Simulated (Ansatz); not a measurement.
# InSe: response to strain

Aim: deform InSe (equal xy, yz and zx engineering shear strains of +3 %) and compute stress, forces and field gradients with LAPW, PAW and all-electron datasets made for the crystal.

A COD entry behind a cell of this session may itself be a prediction, so a difference from it is no test against experiment.

Computed with Ansatz 0.2.0 (DFT PBE, scalar-relativistic, unless a step's input says otherwise).

### Step 1. The system as given

The structure is trigonal, space group R3m (No. 160). Conventional cell: a = 4.000 Å, b = 4.000 Å, c = 24.950 Å, α = 90.00°, β = 90.00°, γ = 120.00°. Around In (site symmetry 3m) lie 3 Se at 2.64 Å and 1 In at 2.80 Å. Se (site symmetry 3m) is surrounded by 3 In at 2.64 Å.

Coordinates:

```xyz
4
Lattice="2.0000 1.1547 8.3167 -2.0000 1.1547 8.3167 0.0000 -2.3094 8.3167" Properties=species:S:1:pos:R:3 pbc="T T T"
In    0.0000    0.0000    0.0000
In    0.0000    0.0000    2.7994
Se    0.0000    0.0000   15.3567
Se    0.0000    0.0000   20.7085
```

Atoms are numbered in the order of the input: In1, In2, Se3, Se4.

### Step 2. The deformed structure

Space group R3m before, P1 after.

### Step 3. All-electron LAPW

File input.yaml:

```yaml
crystal:
  lattice:
    - [2.1420702054, 1.3094503812, 8.3639904998]
    - [-1.8579290952, 1.2494503918, 8.3039905103]
    - [0.0901090399, -2.184650623, 8.2820289899]
  atoms:
    - { symbol: In, position: [0.0, 0.0, 0.0] }
    - { symbol: In, position: [0.1122, 0.1122, 0.1122] }
    - { symbol: Se, position: [0.6155, 0.6155, 0.6155] }
    - { symbol: Se, position: [0.83, 0.83, 0.83] }
kpoints:
  mp_grid: { grid: [7, 7, 7] }
  band_path:
    path:
      - [0.0, 0.0, 0.0]
      - [-0.5, -0.5, -0.5]
      - [0.5, 0.0, 0.0]
      - [0.0, 0.0, 0.0]
      - [0.0, 0.0, 0.5]
      - [0.0, -0.5, 0.0]
      - [0.0, 0.0, 0.0]
      - [0.5, 0.0, 0.5]
      - [-0.5, -0.5, 0.0]
    npoints: 5
scf:
  occupations: { method: fermi_dirac, width: 0.01 }
hamiltonian:
  xc: pbe
  pseudopotentials: { kind: all_electron, lapw: { basis_error: 0.001 } }
output:
  forces: true
  stress: true
  eigenvalues: true
```

Launch:

```bash
$ ansatz run input.yaml --threads 1 --pin off --max-ram 4096MiB --backend cpu --events-out ev --progress --plain --runs-dir out
```

### Step 4. PAW with frozen cores

File input.yaml:

```yaml
crystal:
  lattice:
    - [2.1420702054, 1.3094503812, 8.3639904998]
    - [-1.8579290952, 1.2494503918, 8.3039905103]
    - [0.0901090399, -2.184650623, 8.2820289899]
  atoms:
    - { symbol: In, position: [0.0, 0.0, 0.0] }
    - { symbol: In, position: [0.1122, 0.1122, 0.1122] }
    - { symbol: Se, position: [0.6155, 0.6155, 0.6155] }
    - { symbol: Se, position: [0.83, 0.83, 0.83] }
kpoints:
  mp_grid: { grid: [7, 7, 7] }
scf:
  occupations: { method: fermi_dirac, width: 0.01 }
hamiltonian:
  xc: pbe
  pseudopotentials: { kind: paw }
output:
  forces: true
  stress: true
  eigenvalues: true
  efg: { contact_densities: true }
```

### Step 5. Datasets made for this crystal

Changes to input.yaml since step 4:

```diff
@@ -16,3 +16,3 @@
   xc: pbe
-  pseudopotentials: { kind: paw }
+  pseudopotentials: { kind: all_electron, datasets: crystal }
 output:
```

(Steps that only read results are left out.)

**Question.** What will these runs give? Wanted: pressure; largest shear or deviatoric stress.

As calculated:

| quantity | value |
| --- | --- |
| pressure | LAPW 3.05, PAW 3.04, crystal datasets 3.05 GPa |
| largest shear or deviatoric stress (LAPW) | 1.14 GPa |

In words: The largest part of the stress beyond the pressure is 1.14 GPa in size, in the xz component; the atoms are carried along and not relaxed. No run of the undeformed cell stands beside it, so the pressure holds what the given cell had before the change. PAW: stress within 0.01 GPa of LAPW, forces within 1 meV/Å. Crystal datasets: stress within 0.01 GPa of LAPW, forces within 1 meV/Å.
